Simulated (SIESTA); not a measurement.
PtSe2 (Sudovikovite):

```
CELL_PARAMETERS angstrom
3.72400 0.00000 0.00000
-1.86200 3.22508 0.00000
0.00000 0.00000 5.06200
ATOMIC_POSITIONS crystal
Pt 0.00000 0.00000 0.00000
Se 0.66667 0.33333 0.75000
Se 0.33333 0.66667 0.25000
```

Base run:

- Program: SIESTA 5.4.2
- Functional: vdW-DF-cx
- Potentials or basis: PseudoDojo 0.4 standard (PBE files)
- Basis: DZP (energy shift 0.003 Ry; two zetas on semicore shells)
- Grid cutoff: 800 Ry
- Energy shift: 0.003 Ry
- k mesh: 8 × 8 × 5
- Occupations: fermi-dirac, width 0.05 eV
- Spin: no spin polarisation

Its results: band gap on the k mesh none (metal or under the smearing width); pressure 8.2 GPa; largest force 1.134 eV/Å.

Question: The run is repeated on the same cell with these changes: functional from vdW-DF-cx to PBE. What comes out?

Answer: Band gap on the k mesh none (metal or under the smearing width); pressure 11.8 GPa; largest force 1.193 eV/Å.

Caveats: short orbitals over semicore shells can move pressures by several GPa; the basis of atomic orbitals isn't converged, which shifts pressures, moduli and gaps; the potentials were made for another functional, which shifts forces and pressure (some runs); forces of over 1 eV/Å show positions far from the minimum, so gaps and moduli don't describe the material at rest (some runs).

Not every run made on this cell is shown here.
